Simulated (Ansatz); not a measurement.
Structure: Si (4H polytype), at its r2SCAN minimum. It is hexagonal, P6_3/mmc (No. 194); a = 3.840 Å, c = 12.624 Å in the conventional setting, 20.15 Å³ an atom. Around Si lie 4 Si at 2.35 Å; around Si lie 4 Si at 2.35–2.38 Å.

The questions ask for values computed with Ansatz on this geometry. Values at 0 K without nuclear motion; spin polarisation is off, and the phase may be a hypothetical one.

Given (12×12×2 mesh): The PBE gap is indirect, 0.57 eV (Γ to Γ–M (0.90 of the way from Γ)), below the direct gap of 1.27 eV at Γ.

(1) What does r2SCAN give for the gap (12×12×2 mesh)?

(2) Estimate the gap with r2SCANh on 6×6×2.

(3) How does the gap change from PBE to PBE0 (6×6×2)?

(4) Order these levels by the gap that they give, smallest first.
A. PBE0
B. r2SCAN
C. PBE
D. HSE06
E. LDA
F. r2SCANh
G. DDH-PBE0

(5) Roughly how does the cost of the LDA run (12×12×2) compare with r2SCAN's (12×12×2)?

(6) How strongly does the crystal screen a field with clamped ions (r2SCAN)?

Results:

(1) The r2SCAN gap is indirect, 0.76 eV (Γ to Γ–M (0.91 of the way from Γ)), below the direct gap of 1.60 eV at Γ. The gap differs by +0.19 eV from PBE's.

(2) The r2SCANh gap is indirect, 1.19 eV (Γ to Γ–M (0.91 of the way from Γ)), below the direct gap of 2.06 eV at Γ. The gap differs by +0.62 eV from PBE's.

(3) With PBE0 the valence top lies at Γ and the conduction bottom at Γ–M (0.91 of the way from Γ), 1.78 eV higher; the smallest vertical gap, at Γ, is 2.60 eV. The gap differs by +1.21 eV from PBE's.

(4) E (0.46 eV), C (0.57 eV), B (0.76 eV), G (0.92 eV), D (1.12 eV), F (1.19 eV), A (1.78 eV).

(5) About 0.5 times as much (6 core-seconds against 10 core-seconds, on 4 threads of Intel(R) Xeon(R) 6975P-C (Granite Rapids), with other jobs on the host).

(6) The clamped-ion dielectric constant comes out as 11.67 along x and y, 12.31 along z. Born charges, averaged over directions: Si -0.02 to +0.02 e.

Where an edge lies off the special points, it is a point of the mesh or the k point where a search put PBE's edge or least direct gap, reused for the other functionals, whose own edges may lie a little apart; PBE's own value is read along its path and can be a few hundredths of an eV high.

The meshes of the hybrids are coarse, so their gaps aren't converged to the digits shown.
